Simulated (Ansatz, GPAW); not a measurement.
Given: the input of a run of Ansatz 0.2.0 on Rb. 

The input input.yaml:

```yaml
crystal:
  lattice:
    - [-2.8025, 2.8025, 2.8025]
    - [2.8025, -2.8025, 2.8025]
    - [2.8025, 2.8025, -2.8025]
  atoms:
    - { symbol: Rb, position: [0.0, 0.0, 0.0] }
hamiltonian:
  xc: pbesol
  pseudopotentials: { kind: paw }
kpoints:
  mp_grid: { grid: [7, 7, 7] }
scf:
  occupations: { method: gaussian, width: 0.1 }
output:
  forces: true
  stress: true
  eigenvalues: true
```

Potentials or basis: Ansatz PAW.

Launch:

```sh
$ ansatz run input.yaml --threads 1 --pin off --max-ram 3584MiB --backend cpu --events-out ev --progress --plain --runs-dir out
```

Problem. What does the same run look like in GPAW 26.7.0 (ASE script)? Potentials or basis there: PAW data sets generated for this functional, cutoff 600 eV.

Solution. As run (cutoffs and basis follow the program's own potentials, and thresholds, step limits or extra output files can differ):

run.py

```python
from ase.dft.bandgap import bandgap
from ase.io import read, write
from ase.units import Bohr, GPa
from gpaw import GPAW, PW, setup_paths
from gpaw.elf import elf_from_dft_calculation

setup_paths.insert(0, '.')

atoms = read('Rb.xyz')

calc = GPAW(mode=PW(600),
            xc='PBEsol',
            kpts={'size': (7, 7, 7), 'gamma': True},
            occupations={'name': 'methfessel-paxton', 'order': 0, 'width': 0.1},
            nbands=11,
            convergence={'density': 1e-05, 'energy': 1e-05},
            maxiter=150,
            txt='gpaw.txt')
atoms.calc = calc
energy = atoms.get_potential_energy()
forces = atoms.get_forces()
stress = atoms.get_stress()
calc.write('gs.gpw')
write('result.traj', atoms)
print(f'Energy: {energy:.6f} eV')
print('Forces (eV/A):')
print(forces.round(4))
print('Stress (GPa):', (stress / GPa).round(3))
print('Fermi level:', round(calc.get_fermi_level(), 4), 'eV')
print(f'Gap: {bandgap(calc)[0]:.4f} eV, direct: {bandgap(calc, direct=True)[0]:.4f} eV')

# fields on the real-space grid
write('density.cube', atoms, data=calc.get_pseudo_density() * Bohr**3)
write('potential.cube', atoms, data=calc.get_electrostatic_potential())
write('elf.cube', atoms, data=elf_from_dft_calculation(calc).data)
```

Contents of Rb.xyz:

```xyz
1
Lattice="-2.8025000000 2.8025000000 2.8025000000 2.8025000000 -2.8025000000 2.8025000000 2.8025000000 2.8025000000 -2.8025000000" Properties=species:S:1:pos:R:3 pbc="T T T"
Rb     0.0000000000      0.0000000000      0.0000000000
```

Potentials or basis: PAW data sets generated in the run's folder for this functional, pw.

The run is started by

```console
$ gpaw-setup -f PBEsol Rb
$ OMP_NUM_THREADS=1 python run.py
```

Both were run:

|  | Ansatz | GPAW |
| --- | --- | --- |
| Pressure | -0.1 GPa | -0.1 GPa |

Ansatz's pressure holds a Pulay term of +0.00 GPa for its cutoff of 420 eV, which the other run lacks.

Ansatz's potentials were made for PBE.

Where Ansatz's input types no cutoff or centring, it takes its own default and a Γ-centred mesh.

Pressure is positive in compression.
